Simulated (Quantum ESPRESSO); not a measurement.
**HfN under changes of volume**

One of the cells (14.793 Å³/atom); the others are scaled copies at fixed shape and fractional positions:

```
Hf N
1.0
     0.00000    2.45482    2.45482
     2.45482    0.00000    2.45482
     2.45482    2.45482    0.00000
Hf N
1 1
Direct
  0.00000 0.00000 0.00000
  0.25000 0.25000 0.25000
```

The cell comes from a database or a generator and needn't be the stable form of this composition.

```yaml
Program: Quantum ESPRESSO 7.5
Functional: PBEsol
Potentials_or_basis: GBRV 1.5 PBEsol
Cutoff: 612 eV
Density_cutoff: 4898 eV
k_mesh: 9 × 9 × 9
Occupations: fermi-dirac, width 0.05 eV
Spin: no spin polarisation
```

```tsv
volume (Å³/atom)	energy over the lowest point (meV/atom)	pressure (GPa)
13.906	12.24	7.8
14.201	1.98	3.0
14.497	0.00	-1.3
14.793	5.62	-5.1
15.089	18.05	-8.7
15.385	36.68	-11.8
15.681	?	?
```

Task: What does the run at 15.681 Å³/atom give?

Result: Energy over the lowest point 60.84 meV/atom; pressure -14.7 GPa.

Worked out: A Birch-Murnaghan fit of order 3 (a polynomial in V^(-2/3)) to the other rows has its minimum at 14.42 Å³/atom with B0 = V·E''(V) = 204 GPa and B' = 3.9. It gives 60.91 meV/atom at 15.681 Å³/atom, against the run's 60.84, and -dE/dV = -14.5 GPa, against -14.7.

Energies are extrapolated to zero smearing.
